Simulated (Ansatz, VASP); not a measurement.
**Br in VASP and in Ansatz**

The input INCAR:

```
SYSTEM = Br
PREC = Accurate
ENCUT = 520
EDIFF = 1E-6
ISMEAR = -1
SIGMA = 0.05
LREAL = .False.
LASPH = .True.
NELM = 60
ALGO = Normal
ISIF = 2
LWAVE = .False.
LCHARG = .True.
GGA = PS
LELF = .True.
LVHAR = .True.
NBANDS = 10
```

KPOINTS

```
regular mesh
0
Gamma
  16 16 16
  0 0 0
```

Contents of POSCAR:

```
Br
1.0
   -1.6765094205      1.6765094205      1.6765094205
    1.6765094205     -1.6765094205      1.6765094205
    1.6765094205      1.6765094205     -1.6765094205
Br
1
Direct
    0.0000000000      0.0000000000      0.0000000000
```

Input for Ansatz:

```yaml
crystal:
  lattice:
    - [-1.6765094205, 1.6765094205, 1.6765094205]
    - [1.6765094205, -1.6765094205, 1.6765094205]
    - [1.6765094205, 1.6765094205, -1.6765094205]
  atoms:
    - { symbol: Br, position: [0.0, 0.0, 0.0] }
kpoints:
  mp_grid: { grid: [16, 16, 16] }
scf:
  occupations: { method: fermi_dirac, width: 0.05 }
hamiltonian:
  xc: pbesol
  pseudopotentials: { kind: all_electron, lapw: { basis_error: 0.001 } }
output:
  forces: true
  stress: true
  eigenvalues: true
  populations: true
```

Change from the starting cell: volume scaled by 0.78, LAPW.

Alike in both runs: task single point; functional PBEsol; k mesh 16 × 16 × 16; occupations fermi-dirac, width 0.05 eV; no spin polarisation.

```csv
,VASP,Ansatz
version,VASP 6.6.1,Ansatz 0.2.0
potentials or method,"VASP PAW PBE potentials, release 64 (Br)","all-electron LAPW, scalar-relativistic"
plane-wave cutoff (eV),520,see its input
```

|  | VASP | Ansatz | Ansatz less VASP |
| --- | --- | --- | --- |
| pressure (GPa) | 19.1 | 19.1 | -0.02 |

Ansatz ran all-electron here, so the differences hold the error of VASP's frozen core and of both bases.

Caveats: so large a pressure means that the cell lies far from this level's equilibrium, or that cutoff or potentials fall short (VASP); the potentials were made for another functional, which shifts forces and pressure (VASP); an odd number of electrons without spin polarisation forces a metal; a magnetic or distorted state may lie lower.
